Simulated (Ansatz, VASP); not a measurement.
One calculation of Sb, two programs

```xyz
2
Lattice="3.0632 0.0000 0.0131 0.0000 4.3252 0.0000 -0.0197 0.0000 4.3262" Properties=species:S:1:pos:R:3 pbc="T T T"
Sb    3.0476    3.2439    3.2577
Sb   -0.0041    1.0813    1.0816
```

Alike in both runs: functional PBE; dispersion D3(BJ); k mesh 14 × 10 × 10; occupations gaussian, width 0.1 eV; no spin polarisation.

Ansatz relaxed the structure, and its values are those at the end. VASP's run is a single point on that final structure, the one shown.

|  | VASP | Ansatz |
| --- | --- | --- |
| version | VASP 6.6.1 | Ansatz 0.2.0 |
| potentials or method | VASP PAW PBE potentials, release 64 (Sb) | scalar-relativistic, plane waves, PAW |
| plane-wave cutoff (eV) | 520 | 420 |
| valence electrons in the cell | 10 | 30 |

```tsv
	VASP	Ansatz	Ansatz less VASP
gap on the k mesh at the Fermi level (eV)	none	none	-
pressure (GPa)	0.0	0.0	0.00
```

A gap of «none» marks a metal or a gap that the smearing closes. The two sets of potentials don't hold the same shells in valence.

Caveats: pairwise dispersion overbinds metals, which lowers pressure and volume. Spin-orbit coupling is left out, which matters for the levels of Sb.
